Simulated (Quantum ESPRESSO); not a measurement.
Runs of Quantum ESPRESSO 7.5 on In. Symmetry: I4/mmm, No. 139, tetragonal system. The conventional cell has a = 3.251 Å, b = 3.251 Å, c = 4.947 Å, α = 90.00°, β = 90.00°, γ = 90.00°. In (site symmetry 4/mmm) has 12 In at 3.25 to 3.38 Å as nearest neighbours. 

| task | level | potentials or basis | cell | k mesh | cutoff (eV) | symmetry | SCF threshold | gap on the mesh (eV) | pressure (GPa) | V0 of scaled cells (Å³/atom) | B0 (GPa) |
| --- | --- | --- | --- | --- | --- | --- | --- | --- | --- | --- | --- |
| equation of state | r2SCAN | SG15 PBE 1.2 | as given | 8 × 8 × 8 | 952 | off | 1e-08 Ry | - | - | (a) | 38 |
| equation of state | PBEsol | GBRV 1.5 PBEsol | as given | 11 × 11 × 11 | 762 | - | 2e-10 Ry | - | - | 25.59 | 44 |
| single point | PBEsol | GBRV 1.5 PBEsol | cell strained at random at fixed volume | 11 × 11 × 11 | 762 | - | 2e-10 Ry | none | -1.1 | - | - |
| single point | PBEsol | GBRV 1.5 PBEsol | as given | 11 × 11 × 11 | 762 | - | 2e-10 Ry | none | -1.1 | - | - |

Alike in all rows: no spin polarisation; smearing fermi-dirac 0.05 eV.

**Question.** Fill in the values left out.

**Answer.** (a) 25.78.

Caveats: the cell was scaled at fixed shape and fractional positions, which overstates the stiffness of a crystal with free parameters, most of all of layers and chains (some runs); the potentials were made for another functional, which shifts forces and pressure (some runs).

A k mesh can miss the band edges, and the runs leave out spin-orbit coupling on In.

A gap of «none» marks a metal or a gap under the smearing width.
